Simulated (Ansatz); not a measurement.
**Coordination and energy in low-dimensional Au**

Computed with DFT PBEsol, scalar-relativistic, plane waves, PAW (Ansatz).

Cutoff 420 eV, Γ-centred meshes of like density (1×1×8 for the 9-atom cell), Gaussian smearing of 0.05 eV, energies at zero smearing and 0 K, each start's symmetry kept, no spin polarisation.

Bulk Au (Fm-3m) has 12 nearest neighbours at 2.89 Å and a cohesive energy of 3.73 eV against the spin-polarised free atom. These structures stand in vacuum and were relaxed; neighbours count within 1.1 bulk bonds.

```json
{"start": "[111] wire, 9 host atoms a period", "atoms × neighbours": "3×5, 5×6, 1×7", "mean bond (Å)": "2.77", "energy over bulk (eV/atom)": "1.06"}
{"start": "[111] wire, 10 host atoms a period", "atoms × neighbours": "2×5, 4×6, 4×7", "mean bond (Å)": "2.78", "energy over bulk (eV/atom)": "0.98"}
```

Task: Compare two estimates without free parameters: bonds of fixed strength, and a band energy that grows as the square root of coordination.

Result: With fixed bonds an atom with z neighbours loses E_coh(1 − z/12); in the second-moment picture the band narrows as √z and it loses E_coh(1 − √(z/12)). Averaged over the atoms, in eV:
```csv
start,fixed bonds,square root,computed
"[111] wire, 9 host atoms a period",1.94,1.15,1.06
"[111] wire, 10 host atoms a period",1.80,1.05,0.98
```

The rms misses are 0.85 and 0.08 eV. Fixed bonds overshoot every row: the bonds that remain grow stronger when neighbours are missing, which the square root captures in part, and the bonds shorten by up to 4 %. Even the square root lies above every computed value, since it holds bond lengths fixed and knows nothing of shells, hybridisation or moments.

Spin-orbit coupling is left out, which matters for the bands of heavy elements.

Each run keeps its start's symmetry and one magnetic start, so lower states can exist.

Cost: 2 runs of about 21 core-minutes in all, on Arm Neoverse V2 (shared hosts).